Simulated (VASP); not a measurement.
# KCl (Fm-3m) in VASP: further runs

Aim: see how the results for KCl move with the level of theory and the settings. Levels: PBEsol, r2SCAN. Tasks: band structure.

Everything below comes from runs of VASP 6.6.1. Logs are shortened: lines on timing, memory, paths and dates and some standing lists are left out, and cuts for length are marked.

**What was measured.**

From a printed reference work, monograph, for a bulk crystal of KCl: band gap 8.68 eV.

How close the calculation comes is told below.

## 1. Starting point

Symmetry: Fm-3m, No. 225, cubic system. Conventional cell: a = 6.259 Å, b = 6.259 Å, c = 6.259 Å, α = 90.00°, β = 90.00°, γ = 90.00°. K (site symmetry m-3m) has 6 Cl at 3.13 Å as nearest neighbours. Cl (site symmetry m-3m) has 6 K at 3.13 Å as nearest neighbours.

The cell is a database's computed one.

## 2. Band structure, PBEsol

INCAR reads:

```
SYSTEM = KCl
  PREC = Accurate
  ENCUT = 520
  EDIFF = 1E-6
  ISMEAR = 0
  SIGMA = 0.02
  LREAL = .False.
  LASPH = .True.
  NELM = 60
  ALGO = Fast
  ISIF = 2
  LWAVE = .False.
  LCHARG = .False.
  GGA = PS
  NBANDS = 15
```

KPOINTS reads:

```
regular mesh
0
Gamma
  3 3 3
  0 0 0
```

POSCAR reads:

```
KCl                                     
1.0
    0.0000000000      3.1293847094      3.1293847094
    3.1293847094      0.0000000000      3.1293847094
    3.1293847094      3.1293847094     -0.0000000000
  K               Cl            
     1     1
Direct
     0.0000000000000000    0.0000000000000000    0.0000000000000000
     0.5000000000000000    0.5000000000000000    0.5000000000000000
```

KPOINTS_OPT reads:

```
path GXWKGLUWLK,UX
15
line-mode
reciprocal
 0.0000000000  0.0000000000  0.0000000000  G
 0.5000000000  0.0000000000  0.5000000000  X

 0.5000000000  0.0000000000  0.5000000000  X
 0.5000000000  0.2500000000  0.7500000000  W

 0.5000000000  0.2500000000  0.7500000000  W
 0.3750000000  0.3750000000  0.7500000000  K

 0.3750000000  0.3750000000  0.7500000000  K
 0.0000000000  0.0000000000  0.0000000000  G

 0.0000000000  0.0000000000  0.0000000000  G
 0.5000000000  0.5000000000  0.5000000000  L

 0.5000000000  0.5000000000  0.5000000000  L
 0.6250000000  0.2500000000  0.6250000000  U

 0.6250000000  0.2500000000  0.6250000000  U
 0.5000000000  0.2500000000  0.7500000000  W

 0.5000000000  0.2500000000  0.7500000000  W
 0.5000000000  0.5000000000  0.5000000000  L

 0.5000000000  0.5000000000  0.5000000000  L
 0.3750000000  0.3750000000  0.7500000000  K

 0.6250000000  0.2500000000  0.6250000000  U
 0.5000000000  0.0000000000  0.5000000000  X
```

Potentials or basis: VASP PAW PBE potentials, release 64 (K_sv, Cl).

Launch:

```sh
cat potpaw_PBE.64/K_sv/POTCAR potpaw_PBE.64/Cl/POTCAR > POTCAR
mpirun -np 1 vasp_std > vasp.out
```

OUTCAR:

```text
SYSTEM = KCl
   PREC = Accurate
   ENCUT = 520
   EDIFF = 1E-6
   ISMEAR = 0
   LREAL = .False.
   LASPH = .True.
   NELM = 60
   ISIF = 2
   GGA = PS

 ion  position               nearest neighbor table
   1  0.000  0.000  0.000-   2 3.13   2 3.13   2 3.13   2 3.13   2 3.13   2 3.13
   2  0.500  0.500  0.500-   1 3.13   1 3.13   1 3.13   1 3.13   1 3.13   1 3.13

  LATTYP: Found a face centered cubic cell.
 ALAT       =     6.2587694188

  Lattice vectors:

 A1 = (   0.0000000000,   3.1293847094,   3.1293847094)
 A2 = (   3.1293847094,   0.0000000000,   3.1293847094)
 A3 = (   3.1293847094,   3.1293847094,   0.0000000000)

Analysis of symmetry for initial positions (statically):
=====================================================================
 Subroutine PRICEL returns:
 Original cell was already a primitive cell.

 Routine SETGRP: Setting up the symmetry group for a
 face centered cubic supercell.

 Subroutine GETGRP returns: Found 48 space group operations
 (whereof 48 operations were pure point group operations)
 out of a pool of 48 trial point group operations.

The static configuration has the point symmetry O_h .

Analysis of symmetry for dynamics (positions and initial velocities):
=====================================================================
 Subroutine PRICEL returns:
 Original cell was already a primitive cell.

 Routine SETGRP: Setting up the symmetry group for a
 face centered cubic supercell.

 Subroutine GETGRP returns: Found 48 space group operations
 (whereof 48 operations were pure point group operations)
 out of a pool of 48 trial point group operations.

The dynamic configuration has the point symmetry O_h .

 Subroutine INISYM returns: Found 48 space group operations
 (whereof 48 operations are pure point group operations),
 and found     1 'primitive' translations

----------------------------------------------------------------------------------------

                                     Primitive cell

  volume of cell :      61.2924

  direct lattice vectors                    reciprocal lattice vectors
     0.000000000  3.129384709  3.129384709    -0.159775817  0.159775817  0.159775817
     3.129384709  0.000000000  3.129384709     0.159775817 -0.159775817  0.159775817
     3.129384709  3.129384709  0.000000000     0.159775817  0.159775817 -0.159775817

  length of vectors
     4.425618298  4.425618298  4.425618298     0.276739834  0.276739834  0.276739834

  position of ions in fractional coordinates (direct lattice)
     0.000000000  0.000000000  0.000000000
     0.500000000  0.500000000  0.500000000

  ion indices of the primitive-cell ions
   primitive index   ion index
                 1           1
[... 68 lines left out ...]
   EFERMI_NEDOS =   21; number of points for ismear=-14 and -15
   IALGO  =     68    algorithm
   IMIX   =      4    mixing-type and parameters
     AMIX     =   0.40;   BMIX     =  1.00
     AMIX_MAG =   1.60;   BMIX_MAG =  1.00
  volume/ion in A,a.u.               =      30.65       206.81
  Fermi-wavevector in a.u.,A,eV,Ry     =   1.046275  1.977173 14.894182  1.094691
  Thomas-Fermi vector in A             =   2.181106
   LORBIT       =      0    0 simple, 1 ext, 2 COOP (PROOUT), +10 PAW based schemes
   GGA     = PS    functional components
   LHFCALC =     F    Hartree Fock is set to
   AEXX    =    0.0000 exact exchange contribution
   IVDW    =     0    specifies the selected vdW correction
   LEPSILON=     F    determine dielectric tensor
   LRPA    =     F    only Hartree local field effects (RPA)
 non-spin polarized calculation
 RMM-DIIS sequential band-by-band and
 Gauss-broadening in eV      SIGMA  =   0.02
  energy-cutoff  :      520.00
  volume of cell :       61.29
 maximum number of plane-waves:      1652
 NGX is ok and might be reduce to    36
   NGX = 17   NGY = 17   NGZ = 17

 number of electron      16.0000002 magnetization

 Free energy of the ion-electron system (eV)
  ---------------------------------------------------
  ext. energy  EPLUGINS =         0.00000000
  ---------------------------------------------------
  free energy    TOTEN  =        -7.01965211 eV

  energy without entropy =       -7.01965211  energy(sigma->0) =       -7.01965211

 E-fermi :  -1.6861     XC(G=0):  -7.7888

 val. band max:       -1.8359562913   @ k =   0.0000   0.0000   0.0000
 cond. band min:       3.2369646632   @ k =   0.0000   0.0000   0.0000
 fundamental gap:      5.0729209544
 Fermi energy:        -1.6861390953

 k-point     1 :       0.0000    0.0000    0.0000
  band No.  band energies     occupation
      1     -28.8476      2.00000
      2     -13.9454      2.00000
      3     -12.3743      2.00000
      4     -12.3743      2.00000
      5     -12.3743      2.00000
      6      -1.8360      2.00000
      7      -1.8360      2.00000
      8      -1.8360      2.00000
      9       3.2370      0.00000
     10       6.4609      0.00000
     11       6.4609      0.00000
     12       6.4609      0.00000
     13       7.3560      0.00000
     14       7.3560      0.00000
[... 41 lines left out ...]
      2     -13.9928      2.00000
      3     -12.4861      2.00000
      4     -12.4054      2.00000
      5     -12.2645      2.00000
      6      -2.5712      2.00000
      7      -2.3543      2.00000
      8      -2.1703      2.00000
      9       5.7278      0.00000
     10       6.7603      0.00000
     11       7.8487      0.00000
     12       8.1645      0.00000
     13       8.8582      0.00000
     14       9.5900      0.00000
     15      10.7881      0.00000

------------------------ aborting loop because EDIFF is reached ----------------------------------------

  FORCE on cell =-STRESS in cart. coord.  units (eV):
  Direction    XX          YY          ZZ          XY          YZ          ZX
  --------------------------------------------------------------------------------------
  -------------------------------------------------------------------------------------
  Total       -0.0196635     -0.0196635     -0.0196635      0.0000000      0.0000000      0.0000000
  in kB       -0.5140017     -0.5140017     -0.5140017      0.0000000      0.0000000      0.0000000
  external PRESSURE =      -0.5140017 kB  Pullay stress =       0.0000000 kB

 VOLUME and BASIS-vectors are now :
 -----------------------------------------------------------------------------
  energy-cutoff  :      520.00
  volume of cell :       61.29
      direct lattice vectors                 reciprocal lattice vectors
     0.000000000  3.129384709  3.129384709    -0.159775817  0.159775817  0.159775817
     3.129384709  0.000000000  3.129384709     0.159775817 -0.159775817  0.159775817
     3.129384709  3.129384709  0.000000000     0.159775817  0.159775817 -0.159775817

 POSITION                                       TOTAL-FORCE (eV/Angst)
 -----------------------------------------------------------------------------------
      0.00000      0.00000      0.00000         0.000000     -0.000000     -0.000000
      3.12938      3.12938      3.12938        -0.000000      0.000000      0.000000
 -----------------------------------------------------------------------------------
    total drift:                                0.000000      0.000000      0.000000

  FREE ENERGIE OF THE ION-ELECTRON SYSTEM (eV)
  ---------------------------------------------------
  free  energy   TOTEN  =        -7.0196521146 eV

  energy  without entropy=       -7.0196521146  energy(sigma->0) =       -7.01965211
```

OSZICAR:

```text
N       E                     dE             d eps       ncg     rms          rms(c)
DAV:   1     0.101722599265E+03    0.10172E+03   -0.70195E+03   120   0.949E+02
DAV:   2    -0.665375407142E+00   -0.10239E+03   -0.89891E+02   148   0.229E+02
DAV:   3    -0.705133852533E+01   -0.63860E+01   -0.63443E+01   155   0.505E+01
DAV:   4    -0.726464251355E+01   -0.21330E+00   -0.21323E+00   180   0.910E+00
DAV:   5    -0.726692667977E+01   -0.22842E-02   -0.22841E-02   162   0.999E-01    0.330E+00
RMM:   6    -0.702069644939E+01    0.24623E+00   -0.31872E-01   143   0.228E+00    0.257E+00
RMM:   7    -0.701038309899E+01    0.10313E-01   -0.14648E-01   159   0.156E+00    0.153E+00
RMM:   8    -0.702011017816E+01   -0.97271E-02   -0.17368E-02   154   0.862E-01    0.289E-01
RMM:   9    -0.701919728915E+01    0.91289E-03   -0.29578E-03   166   0.291E-01    0.167E-01
RMM:  10    -0.701953391050E+01   -0.33662E-03   -0.18382E-03   165   0.219E-01    0.570E-02
[... 285 further cycles ...]
DAV:   5    -0.694074735014E+03   -0.61075E-02      169
DAV:   6    -0.694074900841E+03   -0.16583E-03      194
DAV:   7    -0.694074901772E+03   -0.93097E-06      155
       N       E                     dE             ncg
DAV:   1     0.861204708759E+03   -0.12950E+04       60
DAV:   2     0.665740484607E+03   -0.19546E+03       88
DAV:   3     0.654175976796E+03   -0.11565E+02       88
DAV:   4     0.653826232893E+03   -0.34974E+00       90
DAV:   5     0.653824271114E+03   -0.19618E-02       88
DAV:   6     0.653824226165E+03   -0.44949E-04       90
DAV:   7     0.653824225834E+03   -0.33143E-06       88
```

stdout:

```text
POSCAR found type information on POSCAR K Cl
 POSCAR found :  2 types and       2 ions
 scaLAPACK will be used
 -----------------------------------------------------------------------------
|                                                                             |
|                                                                             |
|     You enforced a specific xc type in the INCAR file but a different       |
|     I HOPE YOU KNOW WHAT YOU ARE DOING!                                     |
|                                                                             |
 -----------------------------------------------------------------------------

 LDA part: xc-table for (Slater+PW92), standard interpolation
 POSCAR, INCAR and KPOINTS ok, starting setup
 FFT: planning ... GRIDC
 FFT: planning ... GRID_SOFT
 FFT: planning ... GRID
 WAVECAR not read
 entering main loop
 Start KPOINTS_OPT (optional k-point list driver)
k-point batch [1-4\150]
k-point batch [5-8\150]
k-point batch [9-12\150]
k-point batch [13-16\150]
k-point batch [17-20\150]
k-point batch [21-24\150]
[... 30 lines left out ...]
k-point batch [145-148\150]
k-point batch [149-150\150]
```

Wall time 62 s (1 thread of Intel Xeon Platinum 8488C (Sapphire Rapids), shared host); peak memory 0.18 GiB.

What came out:

* Free energy: -7.0197 eV
* Pressure: -0.1 GPa
* Band gap on the k mesh: 5.07 eV, direct
* Band gap along the path: 5.07 eV, direct

Levels at the corners of the path, in eV from the valence-band top:
```tsv
point	band 5	band 6	band 7	band 8	band 9	band 10	band 11	band 12
Γ	-10.54	0.00	0.00	0.00	5.07	8.30	8.30	8.30
X	-10.60	-0.69	-0.23	-0.23	6.38	8.30	10.00	10.21
X	-10.60	-0.69	-0.23	-0.23	6.38	8.30	10.00	10.21
W	-10.45	-0.52	-0.50	-0.50	7.93	7.93	9.44	9.85
W	-10.45	-0.52	-0.50	-0.50	7.93	7.93	9.44	9.85
K	-10.48	-0.59	-0.58	-0.30	7.15	9.00	9.29	10.08
K	-10.48	-0.59	-0.58	-0.30	7.15	9.00	9.29	10.08
Γ	-10.54	0.00	0.00	0.00	5.07	8.30	8.30	8.30
Γ	-10.54	0.00	0.00	0.00	5.07	8.30	8.30	8.30
L	-10.29	-1.12	-0.35	-0.35	7.47	8.55	10.53	10.53
L	-10.29	-1.12	-0.35	-0.35	7.47	8.55	10.53	10.53
U	-10.48	-0.59	-0.58	-0.30	7.15	9.00	9.29	10.08
U	-10.48	-0.59	-0.58	-0.30	7.15	9.00	9.29	10.08
W	-10.45	-0.52	-0.50	-0.50	7.93	7.93	9.44	9.85
W	-10.45	-0.52	-0.50	-0.50	7.93	7.93	9.44	9.85
L	-10.29	-1.12	-0.35	-0.35	7.47	8.55	10.53	10.53
L	-10.29	-1.12	-0.35	-0.35	7.47	8.55	10.53	10.53
K	-10.48	-0.59	-0.58	-0.30	7.15	9.00	9.29	10.08
U	-10.48	-0.59	-0.58	-0.30	7.15	9.00	9.29	10.08
X	-10.60	-0.69	-0.23	-0.23	6.38	8.30	10.00	10.21
```

Caveat: the k mesh is coarse (spacing up to 0.58 Å⁻¹), so the values aren't converged; the PAW data sets were made with another functional, which shifts forces and pressure a little.

## 3. Band structure, r2SCAN

This run uses another cell than the first one, of 31.10 Å³/atom, 1.015 times its volume.

INCAR reads:

```
SYSTEM = KCl
PREC = Accurate
ENCUT = 520
EDIFF = 1E-6
ISMEAR = 0
SIGMA = 0.02
LREAL = .FALSE.
LASPH = .TRUE.
NELM = 60
ALGO = Normal
ISIF = 2
LWAVE = .FALSE.
LCHARG = .FALSE.
METAGGA = R2SCAN
LMIXTAU = .TRUE.
```

KPOINTS reads:

```
Automatic mesh
0
G
  7 7 7
  0 0 0
```

POSCAR reads:

```
KCl                                     
1.0
    0.0000000000      3.1447263933      3.1447263933
    3.1447263933      0.0000000000      3.1447263933
    3.1447263933      3.1447263933     -0.0000000000
  K               Cl            
     1     1
Direct
     1.0000000000000000    1.0000000000000000    1.0000000000000000
     0.5000000000000000    0.5000000000000000    0.5000000000000000
```

KPOINTS_OPT is that of step 2.

Potentials or basis: VASP PAW PBE potentials, release 64 (K_sv, Cl).

Launch:

```sh
cat potpaw_PBE.64/K_sv/POTCAR potpaw_PBE.64/Cl/POTCAR > POTCAR
mpirun -np 1 vasp_std > vasp.out
```

It took 2.4 min on 1 thread of Intel Xeon 6975P-C (Granite Rapids), shared host; peak memory 0.21 GiB.

It converged, with:

```
Free energy             : -16.5065 eV
Pressure                : 0.0 GPa
Band gap on the k mesh  : 5.84 eV, direct
Band gap along the path : 5.84 eV, direct
```

Levels at the corners of the path, in eV from the valence-band top:
| point | band 6 | band 7 | band 8 | band 9 | band 10 | band 11 |
| --- | --- | --- | --- | --- | --- | --- |
| Γ | 0.00 | 0.00 | 0.00 | 5.84 | 9.03 | 9.03 |
| X | -0.67 | -0.23 | -0.23 | 7.03 | 9.22 | 10.70 |
| X | -0.67 | -0.23 | -0.23 | 7.03 | 9.22 | 10.70 |
| W | -0.48 | -0.48 | -0.48 | 8.59 | 8.59 | 10.39 |
| W | -0.48 | -0.48 | -0.48 | 8.59 | 8.59 | 10.39 |
| K | -0.57 | -0.55 | -0.29 | 7.81 | 9.67 | 10.22 |
| K | -0.57 | -0.55 | -0.29 | 7.81 | 9.67 | 10.22 |
| Γ | 0.00 | 0.00 | 0.00 | 5.84 | 9.03 | 9.03 |
| Γ | 0.00 | 0.00 | 0.00 | 5.84 | 9.03 | 9.03 |
| L | -1.05 | -0.32 | -0.32 | 8.14 | 9.25 | 11.33 |
| L | -1.05 | -0.32 | -0.32 | 8.14 | 9.25 | 11.33 |
| U | -0.57 | -0.55 | -0.29 | 7.81 | 9.67 | 10.22 |
| U | -0.57 | -0.55 | -0.29 | 7.81 | 9.67 | 10.22 |
| W | -0.48 | -0.48 | -0.48 | 8.59 | 8.59 | 10.39 |
| W | -0.48 | -0.48 | -0.48 | 8.59 | 8.59 | 10.39 |
| L | -1.05 | -0.32 | -0.32 | 8.14 | 9.25 | 11.33 |
| L | -1.05 | -0.32 | -0.32 | 8.14 | 9.25 | 11.33 |
| K | -0.57 | -0.55 | -0.29 | 7.81 | 9.67 | 10.22 |
| U | -0.57 | -0.55 | -0.29 | 7.81 | 9.67 | 10.22 |
| X | -0.67 | -0.23 | -0.23 | 7.03 | 9.22 | 10.70 |

Caveat: the PAW data sets were made with another functional, which shifts forces and pressure a little.

## 4. Comparison with measurements

Step 3. Measured gap of KCl: 8.68 eV (a printed reference work, monograph). This calculation gives 5.84 eV (-2.84 eV). The value is that of r2SCAN, without temperature or zero-point motion. The cell is a database's relaxed one, not the measured one, which moves gaps too.
